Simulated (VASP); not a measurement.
# Si (strained lonsdaleite (2H)), PBE single-point calculation: VASP's output and Ansatz's

POSCAR

```
Si
 1.0000000000000000
     3.8321295590073570    0.0000000000000000    0.0000000000000000
    -1.9160647795036785    3.3187215486936292    0.0000000000000000
     0.0000000000000000    0.0000000000000000    6.0875681860000004
 Si
   4
Cartesian
 -0.0000000000000000  2.2124810324624193 -0.0138384338235808
  1.9160647795036783  1.1062405162312097  3.0299456591764198
 -0.0000000000000000  2.2124810324624193  2.2966765035735808
  1.9160647795036783  1.1062405162312097  5.3404605965735810
```

VASP ran with the recommended PBE PAW datasets (16 valence electrons in the cell).

From OUTCAR

```
k-points           NKPTS =     57   k-points in BZ     NKDIM =     57   number of bands    NBANDS=     16

   NELECT =      16.0000    total number of electrons

   dimension x,y,z NGX =    30 NGY =   30 NGZ =   48
   dimension x,y,z NGXF=    60 NGYF=   60 NGZF=   96

  energy-cutoff  :      520.00
  volume of cell :       77.42
      direct lattice vectors                 reciprocal lattice vectors
     3.832129559  0.000000000  0.000000000     0.260951511  0.150660425  0.000000000
    -1.916064780  3.318721549  0.000000000     0.000000000  0.301320851  0.000000000
     0.000000000  0.000000000  6.087568186     0.000000000  0.000000000  0.164269207

 k-points in reciprocal lattice and weights: KPOINTS created by Atomic Simulation Env
   0.00000000  0.00000000  0.00000000       0.002
   0.08333333  0.00000000  0.00000000       0.010
   0.16666667 -0.00000000  0.00000000       0.010
   0.25000000  0.00000000  0.00000000       0.010
   0.33333333 -0.00000000  0.00000000       0.010
   0.41666667  0.00000000  0.00000000       0.010
   0.50000000  0.00000000  0.00000000       0.005
   0.08333333  0.08333333  0.00000000       0.010
   ...

 E-fermi :   6.4628

 k-point     1 :       0.0000    0.0000    0.0000
  band No.  band energies     occupation
      1      -6.0395      2.00000
      2      -3.4344      2.00000
      3      -0.8948      2.00000
      4       4.6203      2.00000
      5       4.6203      2.00000
      6       6.3143      1.99881
      7       6.3694      1.98140
      8       6.3694      1.98140
      9       7.0882      0.00000
     10       8.2306      0.00000
     11       8.2306      0.00000
     12       9.3939      0.00000
     13      10.2802      0.00000
     14      10.6168      0.00000
     15      10.6168      0.00000
     16      12.1648      0.00000

 k-point     2 :       0.0833    0.0000    0.0000
  band No.  band energies     occupation
      1      -5.9586      2.00000
      2      -3.3520      2.00000
      3      -0.8525      2.00000
      4       3.9241      2.00000
      5       4.4527      2.00000
      6       5.7760      2.00000
      7       6.1424      2.00000
      8       6.2211      1.99999
      9       7.5739      0.00000
     10       8.3957      0.00000
     11       8.4931      0.00000
     12       9.5102      0.00000
     13      10.3637      0.00000
     14      10.9259      0.00000
     15      10.9709      0.00000
     16      11.6996      0.00000

 k-point     3 :       0.1667   -0.0000    0.0000
  band No.  band energies     occupation
      1      -5.7179      2.00000
      2      -3.1063      2.00000
      3      -0.7553      2.00000
      4       2.7417      2.00000
      5       4.0797      2.00000
      6       4.5793      2.00000
      7       5.6755      2.00000
      8       5.8820      2.00000
      9       7.5773      0.00000
     10       9.0699      0.00000
     11       9.4938      0.00000
     12       9.7152      0.00000
     13      10.0375      0.00000
     14      10.9973      0.00000
     15      11.7455      0.00000
     16      11.8677      0.00000

 k-point     4 :       0.2500    0.0000    0.0000
  band No.  band energies     occupation
      1      -5.3251      2.00000
      2      -2.7038      2.00000
      3      -0.7426      2.00000
      4       1.7356      2.00000
      5       3.2853      2.00000
      6       3.6855      2.00000
      7       5.0226      2.00000
      8       5.5146      2.00000
      9       7.2635      0.00000
     10       9.5029      0.00000
     11       9.5063      0.00000
     12      10.1422      0.00000
     13      10.1909      0.00000
     14      11.2672      0.00000
     15      12.2028      0.00000
     16      12.9053      0.00000

 k-point     5 :       0.3333   -0.0000    0.0000
  band No.  band energies     occupation
      1      -4.8000      2.00000
      2      -2.1617      2.00000
      3      -1.1197      2.00000
      4       1.3163      2.00000
      5       2.0603      2.00000
      6       3.3668      2.00000
      7       4.3016      2.00000
      8       5.2132      2.00000
      9       6.9145      0.00000
     10       9.1605      0.00000
     11       9.5722      0.00000
     12       9.8699      0.00000
     13      10.6726      0.00000
     14      12.6092      0.00000
     15      13.2366      0.00000
     16      13.4355      0.00000

 k-point     6 :       0.4167    0.0000    0.0000
  band No.  band energies     occupation
      1      -4.2086      2.00000
      2      -1.8272      2.00000
      3      -1.5406      2.00000
      4       1.0160      2.00000
      5       1.4503      2.00000
      6       3.1646      2.00000
      7       3.6507      2.00000
      8       5.0207      2.00000
      9       6.6569      0.00012
     10       8.9325      0.00000
     11       9.5063      0.00000
     12       9.6981      0.00000
     13      11.2234      0.00000
     14      13.2008      0.00000
     15      13.6632      0.00000
     16      14.2296      0.00000

 ...

  Total        1.4363439      1.4363439      5.0549299      0.0000000      0.0000000      0.0000000
  in kB       29.7244740     29.7244740    104.6094414      0.0000000      0.0000000      0.0000000
  external PRESSURE =      54.6861298 kB  Pullay stress =       0.0000000 kB

 POSITION                                       TOTAL-FORCE (eV/Angst)
 -----------------------------------------------------------------------------------
      0.00000      2.21248      6.07373         0.000000     -0.000000     -0.034691
      1.91606      1.10624      3.02995        -0.000000      0.000000     -0.034691
      0.00000      2.21248      2.29668         0.000000     -0.000000      0.034691
      1.91606      1.10624      5.34046         0.000000      0.000000      0.034691
 -----------------------------------------------------------------------------------
    total drift:                                0.000000     -0.000000     -0.000000

  FREE ENERGIE OF THE ION-ELECTRON SYSTEM (eV)
  ---------------------------------------------------
  free  energy   TOTEN  =       -21.5404997832 eV

  energy  without entropy=      -21.5404838602  energy(sigma->0) =      -21.54049182
```

The two codes use different PAW datasets and cutoffs. VASP's cell holds 16 valence electrons and Ansatz's 16. Ansatz's stress includes a Pulay correction; VASP's doesn't.

What does Ansatz give for the same cell and level of theory?

gap between bands v and c 0.19 eV; least direct gap 0.71 eV; pressure 5.6 GPa; largest force 0.04 eV/Å.

Ansatz printed

```
SCF 1 converged in 6 iterations: F = -2543.079599 eV  dr2 = 4.75e-11
  greatest PAW one-centre occupation: 0.636 electrons in one spin orbital (limit 2), on the Si atom at site 3 (counted from 0), in its partial waves of l = 0
NSCF: frozen V_eff on 7 k-points
SCF converged after 6 iterations
Free energy (F): -2543.079599 eV
Harris-Foulkes:  -2543.079599 eV  (|F-HF|=1.55e-10)
Internal energy: -2543.079583 eV  (E = F + TS)
E sigma→0 (E₀):  -2543.079591 eV
Entropy (-TS):   -0.000016 eV (-0.004 meV/atom)
Fermi energy:    6.879352 eV
--- Per-component energies (eV) ---
  E_band       = 22.885225
  E_kinetic    = 164.044501
  E_local      = -107.110390  (includes V_loc(G=0)·N_el)
  E_nonlocal   = 104.934847
  E_hartree    = 29.838452
  E_xc         = -221.898360
  E_vxc        = -188.476047  (∫ρ·V_xc dr)
  E_paw        = -2051.478385  (= ΣΔE_a)
  E_vpaw       = -10.184608  (= ΣTr[D̂ρ^β])
  E_aug_tail   = 0.000024  (compensation charges beyond the density's cutoff)
  E_ewald      = -461.410272
  E_smearing   = -0.000016  (= −TS)
  E_closure    = 0.000000  (closes the sum)
  Σ components = -2543.079599   (vs F -2543.079599, Δ=0.00e0)
--- Forces (eV/Å), atoms counted from 1 ---
  atom   1  Si    -0.00000000    -0.00000000    -0.03615624
  atom   2  Si    -0.00000000     0.00000000    -0.03615624
  atom   3  Si     0.00000000    -0.00000000     0.03615624
  atom   4  Si     0.00000000     0.00000000     0.03615624
  max |Σ_I F_I| component: 2.78e-17 eV/Å
--- Stress (GPa, compression-positive) ---
        3.068790      -0.000000       0.000000
        0.000000       3.068790       0.000000
        0.000000       0.000000      10.529276
  P = ⅓ Tr σ = 5.5556 GPa (55.556 kbar)
--- Band table (eV; the first three rows and the last of 57) ---
  k-point 0: bands = ["-5.6267", "-3.0216", "-0.4813", "5.0361", "5.0361", "6.7303", "6.7868", "6.7868", "7.5015", "8.6434", "8.6434", "9.8068", "10.6864"]
  k-point 1: bands = ["-5.4044", "-3.7624", "0.6608", "5.2111", "5.2111", "5.2126", "6.3816", "6.3816", "7.7337", "8.9809", "8.9809", "9.3623", "10.5432"]
  k-point 2: bands = ["-4.7535", "-4.7535", "2.8171", "2.8171", "5.7052", "5.7052", "5.7052", "5.7052", "8.4056", "8.4056", "9.6917", "9.6917", "9.6917"]
  k-point 56: bands = ["-2.1119", "-2.1119", "-0.7469", "-0.7469", "2.1926", "2.1926", "5.0048", "5.0048", "8.6425", "8.6425", "10.7289", "10.7289", "12.6469"]
```
